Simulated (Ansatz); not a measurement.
Rh, a known structure type with other elements, at an estimated volume

```
CELL_PARAMETERS angstrom
-1.50429 1.50429 1.50429
1.50429 -1.50429 1.50429
1.50429 1.50429 -1.50429
ATOMIC_POSITIONS crystal
Rh 0.00000 0.00000 0.00000
```

Level: PBE, no spin polarisation; 420 eV; 16×16×16 Γ-centred mesh; fermi-dirac occupations (width 0.1 eV); Ansatz 0.2.0, fixed geometry.

Task: What does the stress say?

Result: The pressure is 17.1 GPa (compression positive), so with the atoms held at these fractions the cell would first expand.

Task: Describe some of the short contacts.

Result: Rh–Rh at 2.61 Å: least valence density 0.41 e/Å³ and ELF 0.27 there. Both are smooth PAW fields, read partly inside the augmentation spheres.

Task: Metal or insulator?

Result: It is a metal, with about 2.2 states/eV a cell as the mean within 0.25 eV of the Fermi level, mostly Rh d (97 %).

Origin: a known structure type with other elements, at an estimated volume, so it need not be a known compound. Caveats: many states at the Fermi level without spin polarisation, so a magnetic state may lie lower; atoms or cell far from equilibrium.
